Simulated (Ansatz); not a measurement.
# TiSi: an elastic constant from a strain scan

Method: DFT PBEsol, scalar-relativistic, plane waves, PAW (Ansatz 0.2.0). The runs took a 420 eV cutoff, a Γ-centred 6×12×8 mesh and Gaussian smearing (0.15 eV). No spin polarisation. Energies are free energies at this smearing, counted from the undisturbed cell; pressure is positive in compression.

The starting cell (relaxed at this level; it needn't be the usual structure):

```xyz
8
Lattice="6.4518 0.0000 0.0000 0.0000 3.6224 0.0000 0.0000 0.0000 4.9638" Properties=species:S:1:pos:R:3 pbc="T T T"
Ti    4.3621    0.9056    1.8395
Ti    2.0897    2.7168    3.1243
Ti    5.3156    2.7168    4.3214
Ti    1.1362    0.9056    0.6424
Si    3.5106    0.9056    4.2372
Si    2.9412    2.7168    0.7266
Si    6.1672    2.7168    1.7553
Si    0.2847    0.9056    3.2085
```

The cell is strained by ε times the Voigt pattern (0, 0, 1, 0, 0, 0) (xx, yy, zz, yz, xz, xy; engineering shear) with fractional coordinates fixed. The cell holds 8 atoms in V0 = 116.01 Å³. The stress column is τ = (1/V0) dE/dε, got from the stress tensor σ (compression positive) at each point as −det(1 + εP) σ : P(1 + εP)⁻¹, with P the pattern as a tensor.

```
      ε  ΔE (meV/atom)  τ (GPa)
-0.1000        218.455  -55.000
-0.0750        114.577  -37.310
-0.0500         47.482  -22.443
-0.0250         11.097  -10.117
 0.0000          0.000   -0.044
 0.0250          9.414    8.056
 0.0500         35.166   14.440
 0.0750         73.644   19.339
 0.0875         96.661   21.297
 0.1000              ?        ?
```

Q: Which combination of elastic constants does this scan measure, and how large is it?

A: For small ε, τ = τ0 + Kε with K = pᵀCp, which for this pattern is C33 in the Cartesian frame shown. The parabola through τ at ε = -0.0250, 0 and 0.0250 has slope K = 363 GPa at zero. The energies per cell, E = NΔE, of the same two points give K = 2[E(ε₊)/ε₊ − E(ε₋)/ε₋]/[(ε₊ − ε₋)V0] = 363 GPa, in agreement. These are clamped-ion values.

Q: Predict the withheld row at ε = 0.1000 from the harmonic law, and compare.

A: ΔE = V0(τ0 ε + Kε²/2)/N = 164.091 meV/atom and τ = 36.30 GPa. The calculation gives 121.722 meV/atom and 22.96 GPa: the energy lies 26 % below the harmonic value, as bonds soften when stretched.

Forces appear on the atoms along this scan, and letting them relax would lower the energy and soften the response. In a metal these slopes depend on the k mesh and the smearing.